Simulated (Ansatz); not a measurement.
Consider the following.

Starting cell, Li$_{2}$O (anti-fluorite):

```yaml
crystal:
  lattice:
    - [0.00000, 4.62614, 4.62614]
    - [2.31307, 0.00000, 2.31307]
    - [2.31307, 2.31307, 0.00000]
  atoms:
    - { symbol: O, position: [0.00000, 0.00000, 0.00000] }
    - { symbol: O, position: [0.50000, 0.00000, 0.00000] }
    - { symbol: Li, position: [0.12500, 0.25000, 0.25000] }
    - { symbol: Li, position: [0.62500, 0.25000, 0.25000] }
    - { symbol: Li, position: [0.37500, 0.75000, 0.75000] }
    - { symbol: Li, position: [0.87500, 0.75000, 0.75000] }
```

A phonon eigenvector at L = (0.5, 0.0, 0.0) is frozen into this cell: atom i moves by Q times the vector below, so Q is the largest atomic displacement, in Å. The cell is held. It is one choice among 2 degenerate patterns. (q is in reciprocal vectors of the primitive cell; the cell shown is doubled to hold the pattern.)

```tsv
atom	x	y	z
O1	0.285	-0.520	0.805
O2	-0.285	0.520	-0.805
Li3	0.130	-0.236	0.366
Li4	-0.130	0.236	-0.366
Li5	-0.130	0.236	-0.366
Li6	0.130	-0.236	0.366
```

Calculation: PBE (plane waves to 420 eV, PAW, scalar-relativistic; Ansatz, a first-principles code). k mesh 6×12×12 (Γ-centred), Fermi-Dirac smearing 0.05 eV. The energy includes the smearing's −TS. Li2O was relaxed with its symmetry unable to fall. The zero of ΔE is the undisplaced structure.

The scan covers Q from -0.180 to 0.180 Å in 13 points.

Question: Is this a single well or a double well?

Answer: A single well with its minimum at or next to zero displacement.

Question: Which space group does the distorted structure have?

Answer: P-1 (No. 2), lowered from Fm-3m.

Question: What is the energy change at Q = 0.180 Å?

Answer: 169.2 meV/cell.

Question: What harmonic wavenumber does the curvature at Q = 0 give?

Answer: 275 cm⁻¹.

(For displaced atoms, the force is minus the slope of the energy, and its curvature is a force constant, which sets phonon frequencies.)
